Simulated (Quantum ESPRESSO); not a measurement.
Crystal: BeTe.

```xyz
2
Lattice="0.0000 2.7700 2.7700 2.7700 0.0000 2.7700 2.7700 2.7700 0.0000" Properties=species:S:1:pos:R:3 pbc="T T T"
Te    4.1550    4.1550    4.1550
Be    0.0000    0.0000    0.0000
```

Base run:

| Quantity | Value |
| --- | --- |
| Program | Quantum ESPRESSO 7.5 |
| Functional | PBE |
| Potentials or basis | PseudoDojo 0.4.1 SR PBE standard |
| Cutoff | 1197 eV |
| Density cutoff | 4789 eV |
| k mesh | 8 × 8 × 8 |
| Occupations | fermi-dirac, width 0.05 eV |
| Spin | no spin polarisation |

Its results: band gap on the k mesh 1.87 eV, indirect (least direct gap 3.61 eV); pressure 4.5 GPa.

Task: The run is repeated on the same cell with these changes: potentials or basis from PseudoDojo 0.4.1 SR PBE standard to PseudoDojo 0.4 FR PBE standard; spin from no spin polarisation to spin-orbit coupling, no magnetisation. What comes out?

Result: Band gap on the k mesh 1.57 eV, indirect (least direct gap 3.27 eV); pressure 4.5 GPa.

Spin-orbit coupling splits the band edges, which narrows the gap.

Caveats: spin-orbit coupling is left out, which moves the levels of the heavy elements (some runs).
